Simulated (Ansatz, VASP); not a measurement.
## Hf in VASP and in Ansatz

INCAR

```
PREC     = Accurate       # precision mode
ENCUT    = 520            # plane-wave cutoff, eV
EDIFF    = 1E-7           # SCF threshold, eV
ISMEAR   = -1             # smearing method
SIGMA    = 0.05           # smearing width, eV
LREAL    = False          # projectors in reciprocal space
LASPH    = True           # aspherical terms in the spheres
NELM     = 100            # most SCF steps
ALGO     = Normal         # electronic algorithm
ISIF     = 2              # what is computed and relaxed
LWAVE    = False          # write WAVECAR
LCHARG   = False          # write CHGCAR
GGA      = PS             # functional
NBANDS   = 17             # bands
```

Contents of KPOINTS:

```
Automatic mesh
0
Gamma
  10 10 5
```

The input POSCAR:

```
Hf
1.0
    3.1534960552      0.0000000000      0.0000000000
   -1.5767480276      2.7310076946      0.0000000000
    0.0000000000      0.0000000000      4.9894429718
Hf
2
Direct
    0.6666666667      0.3333333333      0.7500000000
    0.3333333333      0.6666666667      0.2500000000
```

input.yaml

```yaml
crystal:
  lattice:
    - [3.1534960552, 0.0, 0.0]
    - [-1.5767480276, 2.7310076946, 0.0]
    - [0.0, 0.0, 4.9894429718]
  atoms:
    - { symbol: Hf, position: [0.6666666667, 0.3333333333, 0.75] }
    - { symbol: Hf, position: [0.3333333333, 0.6666666667, 0.25] }
hamiltonian:
  xc: pbesol
  pseudopotentials: { kind: paw }
kpoints:
  mp_grid: { grid: [10, 10, 5] }
scf:
  occupations: { method: fermi_dirac, width: 0.05 }
output:
  forces: true
  stress: true
  eigenvalues: true
```

Change from the starting cell: volume scaled by 0.96.

Alike in both runs: task single point; functional PBEsol; k mesh 10 × 10 × 5; occupations fermi-dirac, width 0.05 eV; no spin polarisation.

```csv
,VASP,Ansatz
version,VASP 6.6.1,Ansatz 0.2.0
potentials or method,"VASP PAW PBE potentials, release 64 (Hf_pv)",Ansatz PAW
plane-wave cutoff (eV),520,420
valence electrons in the cell,20,52
```

Ansatz gave:

- gap on the k mesh at the Fermi level (eV): none
- pressure (GPa): 0.5
- largest component of the traceless stress (GPa): 0.13

Q: What did VASP give for the same quantities?

A: gap on the k mesh at the Fermi level (eV): none; pressure (GPa): 0.1; largest component of the traceless stress (GPa): 0.19.

A gap of «none» marks a metal or a gap that the smearing closes. With one functional, cell and mesh, what is left measures potentials, basis and numerics. The two sets of potentials don't hold the same shells in valence.

Caveats: the PAW data sets were made with another functional, which shifts forces and pressure a little (VASP); the PAW data sets come from PBE, with cores solved anew for the run's functional, which leaves a small shift of forces and pressure (Ansatz). The runs have no spin-orbit coupling, so splittings on Hf are missing.
